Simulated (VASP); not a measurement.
Input of a VASP 6.6.1 run:

Contents of INCAR:

```
SYSTEM = Cu
ALGO = Normal
EDIFF = 1E-7
EDIFFG = -0.002
ENCUT = 520
IBRION = 2
ISIF = 3
ISMEAR = 0
LASPH = .TRUE.
LCHARG = .FALSE.
LMIXTAU = .TRUE.
LREAL = .FALSE.
LWAVE = .FALSE.
METAGGA = R2SCAN
NELM = 60
NSW = 80
PREC = Accurate
SIGMA = 0.1
```

KPOINTS

```
k-points
0
G
  20 20 20
  0 0 0
```

The input POSCAR:

```
Cu                                      
1.0
    0.0000000000      1.7909630718      1.7909630718
    1.7909630718     -0.0000000000      1.7909630718
    1.7909630718      1.7909630718      0.0000000000
  Cu            
     1
Direct
     0.0000000000000000    0.0000000000000000    0.0000000000000000
```

Potentials or basis: VASP PAW PBE potentials, release 64 (Cu).

Command:

```sh
$ cat potpaw_PBE.64/Cu/POTCAR > POTCAR
$ mpirun -np 1 vasp_std > vasp.out
```

(1) Estimate the space group after relaxing (to 0.05 Å).

(2) What does it give for the band gap on the k mesh?

(3) Estimate the relaxed cell.

(4) Predict the relaxed volume.

Results:

(1) Fm-3m (No. 225).

(2) none (metal or under the smearing width).

(3) a = 2.533 Å, b = 2.533 Å, c = 2.533 Å, α = 60.00°, β = 60.00°, γ = 60.00°.

(4) 11.49 Å³/atom.

Caveat: the PAW data sets were made with another functional, which shifts forces and pressure a little.
